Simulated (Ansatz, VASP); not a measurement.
One calculation of Ge, two programs

```
CELL_PARAMETERS angstrom
0.00000 2.82891 2.82891
2.82891 0.00000 2.82891
2.82891 2.82891 0.00000
ATOMIC_POSITIONS crystal
Ge 0.75000 0.75000 0.75000
Ge 0.50000 0.50000 0.50000
```

Alike in both runs: task band structure; functional LDA; k mesh 8 × 8 × 8; occupations fermi-dirac, width 0.05 eV; no spin polarisation.

|  | VASP | Ansatz |
| --- | --- | --- |
| version | VASP 6.6.1 | Ansatz 0.2.0 |
| potentials or method | VASP PAW LDA potentials, release 64 (Ge_d) | Ansatz PAW |
| plane-wave cutoff (eV) | 520 | 420 |
| valence electrons in the cell | 28 | 28 |

|  | VASP | Ansatz | Ansatz less VASP |
| --- | --- | --- | --- |
| gap on the k mesh at the Fermi level (eV) | none | none | - |
| pressure (GPa) | -1.1 | -1.3 | -0.19 |

A gap of «none» marks a metal or a gap that the smearing closes.

Caveats: this crystal is a semiconductor, whose small gap the functional closes, so the metal is an error of the method; the PAW data sets come from PBE, with cores solved anew for the run's functional, which leaves a small shift of forces and pressure (Ansatz).
